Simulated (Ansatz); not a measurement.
# Al: the cost of one run

Computed with Ansatz 0.2.0 (DFT PBE, scalar-relativistic, plane waves, PAW, unless a step's input says otherwise).

1 further run of the same task is left out (set aside as unsound or not needed).

### 1 The starting structure

It takes space group Im-3m (No. 229, cubic). Conventional cell: a = 3.235 Å, b = 3.235 Å, c = 3.235 Å, α = 90.00°, β = 90.00°, γ = 90.00°. Al (site symmetry m-3m) has 8 Al at 2.80 Å as nearest neighbours.

Coordinates:

```cif
data_structure
_symmetry_space_group_name_H-M 'P 1'
_symmetry_Int_Tables_number 1
_cell_length_a 2.8016
_cell_length_b 2.8016
_cell_length_c 2.8016
_cell_angle_alpha 109.471
_cell_angle_beta 109.471
_cell_angle_gamma 109.471
_cell_volume 16.93
loop_
_atom_site_label
_atom_site_type_symbol
_atom_site_fract_x
_atom_site_fract_y
_atom_site_fract_z
_atom_site_occupancy
Al1 Al 0.00000 0.00000 0.00000 1
```

It goes back to an entry of the Materials Project, which need not be the stable form.

This cell was relaxed beforehand with the same method: volume 16.93 Å³/atom, gap on the mesh none (metal).

### 2 What is varied

The energy is mapped over two normal modes frozen in (zone-centre modes of the cell shown, which folds in the wave vector (0, 0, 1/2) of the primitive cell).

- amplitude of mode 1 (107i cm⁻¹), largest displacement: 9 values from −0.447 to 0.447 Å
- amplitude of mode 5 (200 cm⁻¹), largest displacement: 9 values from −0.123 to 0.123 Å

Nothing else is relaxed (the cell and all other modes fixed). Energies count from the relaxed high-symmetry cell. Points are written as (first, second).

The modes come from a phonon run on the reference cell, made beforehand.

The patterns, per unit of each coordinate (Å):

```tsv
atom	x1	y1	z1	x2	y2	z2
Al1	0.707	-0.707	0.000	0.000	0.000	1.000
Al2	-0.707	0.707	0.000	0.000	0.000	-1.000
```

### 3 Grid point (−0.447 Å, −0.061 Å)

The input, input.yaml:

```yaml
crystal:
  lattice:
    - [-1.6175102401, 1.6175102401, 1.6175102401]
    - [1.6175102401, -1.6175102401, 1.6175102401]
    - [3.2350204801, 3.2350204801, 0.0]
  atoms:
    - { symbol: Al, position: [0.0786940091, -0.1167154067, 0.0] }
    - { symbol: Al, position: [0.4213059909, 0.6167154067, 0.5] }
basis:
  ecutwfc: 420
kpoints:
  mp_grid: { grid: [20, 20, 12] }
hamiltonian:
  xc: pbe
scf:
  occupations: { method: gaussian, width: 0.15 }
output:
  forces: true
  stress: true
  eigenvalues: true
```

On the command line:

```
> ansatz run input.yaml --threads 1 --pin off --max-ram 2048MiB --backend cpu --events-out ev --progress --plain --runs-dir out
```

**Question.** How long does this run take on 1 thread of Intel Xeon Platinum 8488C (Sapphire Rapids), shared host, and how much memory does it need?

About 21 s, with a peak of 0.7 GiB.
